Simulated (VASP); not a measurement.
# CuO (Tenorite) (C2/c) in VASP: a series of runs

The runs below take CuO (Tenorite) through optical spectrum, density of states, electric field gradients, core levels, with PBE.

Program: VASP 6.6.1. These are calculated values, not measurements. Logs are shortened: lines on timing, memory, paths and dates and some standing lists are left out, and cuts for length are marked.

## Step 1: The structure

It takes space group C2/c (No. 15, monoclinic). The conventional cell has a = 4.684 Å, b = 3.423 Å, c = 5.129 Å, α = 90.00°, β = 99.54°, γ = 90.00°. Around Cu (site symmetry -1) lie 4 O at 1.95 to 1.96 Å. O (site symmetry 2) is surrounded by 4 Cu at 1.95 to 1.96 Å.

## Step 2: Optical spectrum, PBE

The input, INCAR:

```
PREC = Accurate ; ENCUT = 520
EDIFF = 1E-7 ; ISMEAR = 0
SIGMA = 0.02 ; LREAL = F
LASPH = T ; NELM = 80
ALGO = Normal ; ISIF = 2
LWAVE = F ; LCHARG = F
GGA = PE ; LOPTICS = T
NBANDS = 65 ; NEDOS = 1000
CSHIFT = 0.05
```

The input, KPOINTS:

```
Automatic mesh
0
Gamma
  10 10 5
```

The input, POSCAR:

```
CuO
1.0
    2.3418500000     -1.7113000000      0.0000000000
    2.3418500000      1.7113000000      0.0000000000
   -0.8500274268      0.0000000000      5.0578693947
Cu O
2 2
Direct
    0.5000000000      0.0000000000      0.5000000000
    0.0000000000      0.5000000000      0.0000000000
    0.4184000000      0.5816000000      0.7500000000
    0.5816000000      0.4184000000      0.2500000000
```

Potentials or basis: VASP PAW PBE potentials, release 64 (Cu, O).

The run is started by

```bash
> cat potpaw_PBE.64/Cu/POTCAR potpaw_PBE.64/O/POTCAR > POTCAR
> mpirun -np 1 vasp_std > vasp.out
```

OUTCAR:

```text
PREC = Accurate
   ENCUT = 520
   EDIFF = 1E-7
   ISMEAR = 0
   LREAL = F
   LASPH = T
   NELM = 80
   ISIF = 2
   GGA = PE

 ion  position               nearest neighbor table
   1  0.500  0.000  0.500-   3 1.95   4 1.95   4 1.96   3 1.96
   2  0.000  0.500  0.000-   4 1.95   3 1.95   4 1.96   3 1.96
   3  0.418  0.582  0.750-   2 1.95   1 1.95   2 1.96   1 1.96
   4  0.582  0.418  0.250-   1 1.95   2 1.95   2 1.96   1 1.96

  LATTYP: Found a base centered monoclinic cell.
 ALAT       =     4.6837000000
 B/A-ratio  =     0.7307470589
 C/A-ratio  =     1.0950317057
 COS(beta)  =    -0.1657361228

  Lattice vectors:

 A1 = (   2.3418500000,  -1.7113000000,   0.0000000000)
 A2 = (   2.3418500000,   1.7113000000,   0.0000000000)
 A3 = (  -0.8500274268,   0.0000000000,   5.0578693947)

Analysis of symmetry for initial positions (statically):
=====================================================================
 Subroutine PRICEL returns:
 Original cell was already a primitive cell.

 Routine SETGRP: Setting up the symmetry group for a
 base centered monoclinic supercell.

 Subroutine GETGRP returns: Found  4 space group operations
 (whereof  2 operations were pure point group operations)
 out of a pool of  4 trial point group operations.

The static configuration has the point symmetry S_2 .
 The point group associated with its full space group is C_2h.

Analysis of symmetry for dynamics (positions and initial velocities):
=====================================================================
 Subroutine PRICEL returns:
 Original cell was already a primitive cell.

 Routine SETGRP: Setting up the symmetry group for a
 base centered monoclinic supercell.

 Subroutine GETGRP returns: Found  4 space group operations
 (whereof  2 operations were pure point group operations)
 out of a pool of  4 trial point group operations.

The dynamic configuration has the point symmetry S_2 .
 The point group associated with its full space group is C_2h.

 Subroutine INISYM returns: Found  4 space group operations
 (whereof  2 operations are pure point group operations),
 and found     1 'primitive' translations

----------------------------------------------------------------------------------------

                                     Primitive cell

  volume of cell :      40.5399

  direct lattice vectors                    reciprocal lattice vectors
     2.341850000 -1.711300000  0.000000000     0.213506416 -0.292175539  0.035881968
     2.341850000  1.711300000  0.000000000     0.213506416  0.292175539  0.035881968
    -0.850027427  0.000000000  5.057869395     0.000000000  0.000000000  0.197711709

  length of vectors
     2.900484289  2.900484289  5.128800000     0.363646877  0.363646877  0.197711709

  position of ions in fractional coordinates (direct lattice)
     0.500000000  0.000000000  0.500000000
     0.000000000  0.500000000  0.000000000
     0.418400000  0.581600000  0.750000000
     0.581600000  0.418400000  0.250000000

  ion indices of the primitive-cell ions
   primitive index   ion index
                 1           1
                 2           2
                 3           3
                 4           4

----------------------------------------------------------------------------------------

 KPOINTS: Automatic mesh

[... 89 lines left out ...]
  Fermi-wavevector in a.u.,A,eV,Ry     =   1.543856  2.917465 32.429379  2.383492
  Thomas-Fermi vector in A             =   2.649460
   LORBIT       =      0    0 simple, 1 ext, 2 COOP (PROOUT), +10 PAW based schemes
   GGA     = PE    functional components
   LHFCALC =     F    Hartree Fock is set to
   AEXX    =    0.0000 exact exchange contribution
   IVDW    =     0    specifies the selected vdW correction
   LEPSILON=     F    determine dielectric tensor
   LRPA    =     F    only Hartree local field effects (RPA)
 non-spin polarized calculation
 Gauss-broadening in eV      SIGMA  =   0.02
  energy-cutoff  :      520.00
  volume of cell :       40.54
 maximum number of plane-waves:      1129
 NGX is ok and might be reduce to    24
   NGX = 11   NGY = 11   NGZ = 19

 number of electron      34.0000001 magnetization

 Free energy of the ion-electron system (eV)
  ---------------------------------------------------
  ext. energy  EPLUGINS =         0.00000000
  ---------------------------------------------------
  free energy    TOTEN  =       -19.52139355 eV

  energy without entropy =      -19.52087364  energy(sigma->0) =      -19.52113359

 E-fermi :   5.7118     XC(G=0): -11.9151

 val. band max:        5.7040574247   @ k =  -0.4000   0.2000   0.4000
 cond. band min:       5.7219946378   @ k =   0.5000   0.2000   0.4000
 fundamental gap:      0.0179372131
 Fermi energy:         5.7118260854

 k-point     1 :       0.0000    0.0000    0.0000
  band No.  band energies     occupation
      1     -14.2150      2.00000
      2     -12.8887      2.00000
      3      -2.4336      2.00000
      4       0.1581      2.00000
      5       0.5543      2.00000
      6       2.4023      2.00000
[... 757 lines left out ...]
     28      23.6995      0.00000
     29      24.3633      0.00000

 [... further k-points ...]

 [bands above 29 left out]

------------------------ aborting loop because EDIFF is reached ----------------------------------------

  FORCE on cell =-STRESS in cart. coord.  units (eV):
  Direction    XX          YY          ZZ          XY          YZ          ZX
  --------------------------------------------------------------------------------------
  -------------------------------------------------------------------------------------
  Total        1.5897006      1.8141793      1.4115546      0.0000000      0.0000000     -0.3418664
  in kB       62.8265304     71.6981505     55.7860279      0.0000000      0.0000000    -13.5108960
  external PRESSURE =      63.4369029 kB  Pullay stress =       0.0000000 kB

 VOLUME and BASIS-vectors are now :
 -----------------------------------------------------------------------------
  energy-cutoff  :      520.00
  volume of cell :       40.54
      direct lattice vectors                 reciprocal lattice vectors
     2.341850000 -1.711300000  0.000000000     0.213506416 -0.292175539  0.035881968
     2.341850000  1.711300000  0.000000000     0.213506416  0.292175539  0.035881968
    -0.850027427  0.000000000  5.057869395     0.000000000  0.000000000  0.197711709

 POSITION                                       TOTAL-FORCE (eV/Angst)
 -----------------------------------------------------------------------------------
      0.74591     -0.85565      2.52893         0.000000     -0.000000      0.000000
      1.17092      0.85565      0.00000         0.000000      0.000000      0.000000
      1.70433      0.27928      3.79340         0.000000     -0.218297      0.000000
      2.12934     -0.27928      1.26447        -0.000000      0.218297      0.000000
 -----------------------------------------------------------------------------------
    total drift:                                0.000000     -0.000000     -0.000000

  FREE ENERGIE OF THE ION-ELECTRON SYSTEM (eV)
  ---------------------------------------------------
  free  energy   TOTEN  =       -19.5213935451 eV

  energy  without entropy=      -19.5208736425  energy(sigma->0) =      -19.52113359

 electrical conductivity sigma (Mega S m-1) (frequency dependency in vasprun.xml)
  --------------------------------------------------------------------------------------
       0.037       0.000      -0.026
       0.000       0.014       0.000
      -0.026       0.000       0.030

  frequency dependent IMAGINARY DIELECTRIC FUNCTION (independent particle, no local field effects) density-density
     E(ev)      X         Y         Z        XY        YZ        ZX
  --------------------------------------------------------------------------------------------------------------
     0.00000    -0.00000    -0.00000    -0.00000     0.00000     0.00000     0.00000
     0.97084     8.60520    11.38315     5.49813     0.00000     0.00000     5.85526
     1.94169    10.67618     8.17193    16.00047     0.00000     0.00000     4.99223
     2.91253     3.06126     3.25658     4.80898     0.00000     0.00000    -0.56599
     3.88337     0.79399     0.88586     0.46205     0.00000     0.00000    -0.06240
     4.85422     3.17267     5.86911     4.42320     0.00000     0.00000     0.14583
[... 92 lines left out ...]
    95.14267     0.00000     0.00000     0.00000     0.00000     0.00000     0.00000
    96.11351     0.00000     0.00000     0.00000     0.00000     0.00000     0.00000

  frequency dependent      REAL DIELECTRIC FUNCTION (independent particle, no local field effects) density-density
     E(ev)        X           Y           Z          XY          YZ          ZX
  --------------------------------------------------------------------------------------------------------------
     0.00000   106.47522    32.02158    56.27695     0.00000     0.00000   -39.04035
     0.97084    -9.10064     1.23087     4.98368     0.00000     0.00000     7.09555
     1.94169     3.26103     5.09294     5.92630     0.00000     0.00000     0.22447
     2.91253     0.22154     2.36133     0.16573     0.00000     0.00000    -0.81888
     3.88337     4.24230     5.21996     2.94678     0.00000     0.00000     0.74922
     4.85422     5.18759     4.54639     2.70324     0.00000     0.00000     0.86874
[... 92 lines left out ...]
    95.14267     0.91723     0.91448     0.91791     0.00000     0.00000    -0.00195
    96.11351     0.91919     0.91651     0.91984     0.00000     0.00000    -0.00190

  frequency dependent IMAGINARY DIELECTRIC FUNCTION (independent particle, no local field effects) current-current
     E(ev)      X         Y         Z        XY        YZ        ZX
  --------------------------------------------------------------------------------------------------------------
     0.00000    18.14492     1.49739    29.53752     0.00000     0.00000   -53.23643
     0.97084     8.83794    11.07265     5.55168     0.00000     0.00000     5.72440
     1.94169    10.69558     8.19411    16.16020     0.00000     0.00000     4.96312
     2.91253     3.02696     3.24322     4.77612     0.00000     0.00000    -0.46628
     3.88337     0.79755     0.88354     0.45703     0.00000     0.00000    -0.01749
     4.85422     3.16408     5.85956     4.43378     0.00000     0.00000     0.41364
[... 92 lines left out ...]
    95.14267     0.00000     0.00000     0.00000     0.00000     0.00000     0.00000
    96.11351     0.00000     0.00000     0.00000     0.00000     0.00000     0.00000

  frequency dependent      REAL DIELECTRIC FUNCTION (independent particle, no local field effects) current-current
     E(ev)        X           Y           Z          XY          YZ          ZX
  --------------------------------------------------------------------------------------------------------------
     0.00000    82.48274    28.61784    30.04505     0.00000     0.00000   -18.45555
     0.97084    -9.95736     0.37694     4.51088     0.00000     0.00000     6.26701
     1.94169     2.82671     4.72056     5.01927     0.00000     0.00000    -0.09323
     2.91253     0.15613     2.24331     0.00639     0.00000     0.00000    -0.83203
     3.88337     4.24274     5.20884     2.93734     0.00000     0.00000     0.73684
     4.85422     5.12471     4.43915     2.62216     0.00000     0.00000     0.85021
[... 92 lines left out ...]
    95.14267     0.91728     0.91450     0.91793     0.00000     0.00000    -0.00198
    96.11351     0.91923     0.91653     0.91987     0.00000     0.00000    -0.00193
```

It took 2.1 min on 1 thread of Intel Xeon 6975P-C (Granite Rapids), shared host; peak memory 0.57 GiB.

What came out:

```yaml
Free_energy: -19.5214 eV
Pressure: 6.3 GPa
Largest_force: 0.218 eV/Å
Band_gap_on_the_k_mesh: none (metal or under the smearing width)
```

Forces in eV/Å, atoms in the order of the input:
```
Cu   0.000  0.000  0.000
Cu   0.000  0.000  0.000
O    0.000 -0.218  0.000
O    0.000  0.218  0.000
```

Dielectric function (mean over the directions given):
```tsv
energy (eV)	real part	imaginary part
0.29	31.58	62.77
1.26	3.61	1.47
2.33	0.81	8.29
3.40	0.96	1.63
4.37	4.11	3.50
5.44	2.65	3.82
6.50	2.13	5.09
7.48	0.63	2.54
8.54	0.86	2.32
9.61	1.79	1.94
10.58	2.70	2.23
11.65	0.90	2.96
12.72	0.88	2.00
13.69	0.90	1.86
14.76	0.87	2.31
15.82	0.47	1.74
16.80	0.54	1.44
17.86	0.47	1.15
18.93	0.37	1.48
20.00	0.22	1.21
```

Caveat: spectra need much finer meshes, so this one isn't converged; independent-particle spectra lack excitons; the intraband (Drude) part of a metal's response may be missing; the run has no spin polarisation, though such a crystal can be magnetic; semilocal functionals often make such compounds metallic where correlation or magnetic order opens a gap, which also shifts bond lengths.

## Step 3: Density of states, PBE

POSCAR is that of step 2.

The input, INCAR.step1:

```
SYSTEM = CuO
  PREC = Accurate
  ENCUT = 520
  EDIFF = 1E-6
  ISMEAR = 0
  SIGMA = 0.02
  LREAL = .FALSE.
  LASPH = .TRUE.
  NELM = 60
  ALGO = Normal
  ISIF = 2
  LWAVE = .FALSE.
  LCHARG = .TRUE.
  LMAXMIX = 4
  GGA = PE
```

The input, KPOINTS.step1:

```
regular mesh
0
G
  10 10 5
  0 0 0
```

The input, INCAR.step2:

```
SYSTEM = CuO
  PREC = Accurate
  ENCUT = 520
  EDIFF = 1E-6
  ISMEAR = -5
  SIGMA = 0.02
  LREAL = .FALSE.
  LASPH = .TRUE.
  NELM = 60
  ALGO = Normal
  ISIF = 2
  LWAVE = .FALSE.
  LCHARG = .FALSE.
  LMAXMIX = 4
  GGA = PE
  LORBIT = 10
  NEDOS = 1001
  ICHARG = 11
```

The input, KPOINTS.step2:

```
regular mesh
0
G
  15 15 8
  0 0 0
```

Potentials or basis: VASP PAW PBE potentials, release 64 (Cu, O).

The run is started by

```bash
> cat potpaw_PBE.64/Cu/POTCAR potpaw_PBE.64/O/POTCAR > POTCAR
> cp INCAR.step1 INCAR
> cp KPOINTS.step1 KPOINTS
> mpirun -np 1 vasp_std > vasp.out
> cp INCAR.step2 INCAR
> cp KPOINTS.step2 KPOINTS
> mpirun -np 1 vasp_std > vasp.out
```

OUTCAR:

```text
SYSTEM = CuO
   PREC = Accurate
   ENCUT = 520
   EDIFF = 1E-6
   ISMEAR = -5
   LREAL = .FALSE.
   LASPH = .TRUE.
   NELM = 60
   ISIF = 2
   GGA = PE
   LORBIT = 10
   ICHARG = 11

 ion  position               nearest neighbor table
   1  0.500  0.000  0.500-   3 1.95   4 1.95   4 1.96   3 1.96
   2  0.000  0.500  0.000-   4 1.95   3 1.95   4 1.96   3 1.96
   3  0.418  0.582  0.750-   2 1.95   1 1.95   2 1.96   1 1.96
   4  0.582  0.418  0.250-   1 1.95   2 1.95   2 1.96   1 1.96

  LATTYP: Found a base centered monoclinic cell.
 ALAT       =     4.6837000000
 B/A-ratio  =     0.7307470589
 C/A-ratio  =     1.0950317057
 COS(beta)  =    -0.1657361228

  Lattice vectors:
[... 781 lines left out ...]
  external PRESSURE =      65.0263922 kB  Pullay stress =       0.0000000 kB

 VOLUME and BASIS-vectors are now :
 -----------------------------------------------------------------------------
  energy-cutoff  :      520.00
  volume of cell :       40.54
      direct lattice vectors                 reciprocal lattice vectors
     2.341850000 -1.711300000  0.000000000     0.213506416 -0.292175539  0.035881968
     2.341850000  1.711300000  0.000000000     0.213506416  0.292175539  0.035881968
    -0.850027427  0.000000000  5.057869395     0.000000000  0.000000000  0.197711709

 POSITION                                       TOTAL-FORCE (eV/Angst)
 -----------------------------------------------------------------------------------
      0.74591     -0.85565      2.52893         0.000000      0.000000      0.000000
      1.17092      0.85565      0.00000         0.000000      0.000000      0.000000
      1.70433      0.27928      3.79340        -0.000000     -0.218596      0.000000
      2.12934     -0.27928      1.26447        -0.000000      0.218596      0.000000
 -----------------------------------------------------------------------------------
    total drift:                                0.000000     -0.000000     -0.000000

  FREE ENERGIE OF THE ION-ELECTRON SYSTEM (eV)
  ---------------------------------------------------
  free  energy   TOTEN  =       -19.5233294688 eV

  energy  without entropy=      -19.5233294688  energy(sigma->0) =      -19.52332947

 total charge

# of ion       s       p       d       tot
------------------------------------------
    1        0.380   0.387   9.142   9.909
    2        0.380   0.387   9.142   9.909
    3        1.577   3.384   0.000   4.961
    4        1.577   3.384   0.000   4.961
--------------------------------------------------
tot          3.914   7.542  18.284  29.739
```

OSZICAR.step1:

```text
N       E                     dE             d eps       ncg     rms          rms(c)
DAV:   1     0.308318557118E+03    0.30832E+03   -0.16968E+04  6074   0.257E+03
DAV:   2     0.183706353156E+02   -0.28995E+03   -0.27550E+03  6037   0.444E+02
DAV:   3    -0.239763047031E+02   -0.42347E+02   -0.40301E+02  8098   0.191E+02
DAV:   4    -0.256112975026E+02   -0.16350E+01   -0.16211E+01  7995   0.389E+01
DAV:   5    -0.256376048294E+02   -0.26307E-01   -0.26289E-01  7813   0.440E+00    0.174E+01
DAV:   6    -0.228165014409E+02    0.28211E+01   -0.52521E+01  8704   0.178E+02    0.130E+01
DAV:   7    -0.193472239582E+02    0.34693E+01   -0.11578E+01  7087   0.134E+02    0.283E+00
DAV:   8    -0.195652256023E+02   -0.21800E+00   -0.26258E+00  6506   0.117E+01    0.173E+00
DAV:   9    -0.195330237958E+02    0.32202E-01   -0.13033E-01 10611   0.983E+00    0.716E-01
DAV:  10    -0.195228449766E+02    0.10179E-01   -0.23738E-02  9358   0.349E+00    0.423E-01
DAV:  11    -0.195213571560E+02    0.14878E-02   -0.16847E-02  9248   0.136E+00    0.580E-02
DAV:  12    -0.195213760708E+02   -0.18915E-04   -0.57963E-04  7204   0.287E-01    0.347E-02
DAV:  13    -0.195213946795E+02   -0.18609E-04   -0.91969E-05  9384   0.993E-02    0.785E-03
DAV:  14    -0.195213937029E+02    0.97665E-06   -0.52138E-06  6527   0.604E-02
   1 F= -.19521394E+02 E0= -.19521134E+02  d E =-.519956E-03
```

It took 2 min on 1 thread of Intel Xeon 6975P-C (Granite Rapids), shared host; peak memory 0.44 GiB.

What came out:

* Valence electrons inside the program's atomic spheres: Cu 9.91; O 4.96

States per cell in windows of 0.5 eV (zero at the Fermi level; states under -8 eV left out):
```tsv
from (eV)	total	Cu1_d	Cu2_d	O3_p	O4_p	Cu1_s	Cu2_s
-8.0	0.13	0.01	0.01	0.03	0.03	0.01	0.01
-7.5	0.84	0.06	0.06	0.17	0.17	0.05	0.05
-7.0	1.28	0.11	0.11	0.27	0.27	0.06	0.06
-6.5	1.31	0.12	0.12	0.28	0.28	0.04	0.04
-6.0	2.21	0.33	0.33	0.46	0.46	0.02	0.02
-5.5	2.44	0.44	0.44	0.50	0.50	0.01	0.01
-5.0	1.25	0.16	0.16	0.29	0.29	0.01	0.01
-4.5	1.54	0.24	0.24	0.34	0.34	0.01	0.01
-4.0	0.90	0.15	0.15	0.19	0.19	0.00	0.00
-3.5	0.15	0.04	0.04	0.02	0.02	0.00	0.00
-3.0	3.53	1.55	1.55	0.07	0.07	0.01	0.01
-2.5	6.80	3.09	3.09	0.14	0.14	0.02	0.02
-2.0	4.89	1.90	1.90	0.33	0.33	0.05	0.05
-1.5	1.12	0.42	0.42	0.08	0.08	0.02	0.02
-1.0	0.82	0.28	0.28	0.08	0.08	0.01	0.01
-0.5	1.13	0.34	0.34	0.15	0.15	0.01	0.01
0.0	1.28	0.35	0.35	0.22	0.22	0.00	0.00
0.5	0.69	0.18	0.18	0.13	0.13	0.00	0.00
1.0	0.00	0.00	0.00	0.00	0.00	0.00	0.00
1.5	0.00	0.00	0.00	0.00	0.00	0.00	0.00
2.0	0.03	0.00	0.00	0.00	0.00	0.00	0.00
2.5	0.06	0.00	0.00	0.00	0.00	0.01	0.01
3.0	0.09	0.01	0.01	0.01	0.01	0.01	0.01
3.5	0.17	0.01	0.01	0.02	0.02	0.01	0.01
4.0	0.28	0.01	0.01	0.03	0.03	0.02	0.02
4.5	0.46	0.02	0.02	0.05	0.05	0.02	0.02
5.0	0.86	0.02	0.02	0.08	0.08	0.04	0.04
5.5	0.63	0.02	0.02	0.07	0.07	0.04	0.04
6.0	1.00	0.04	0.04	0.10	0.10	0.10	0.10
6.5	0.37	0.01	0.01	0.03	0.03	0.04	0.04
7.0	0.11	0.00	0.00	0.01	0.01	0.01	0.01
7.5	0.16	0.00	0.00	0.01	0.01	0.02	0.02
```

Caveat: the run has no spin polarisation, though such a crystal can be magnetic; semilocal functionals often make such compounds metallic where correlation or magnetic order opens a gap, which also shifts bond lengths; tetrahedron occupations give inexact forces and stress in metals.

(Continued in part 2 of 3.)
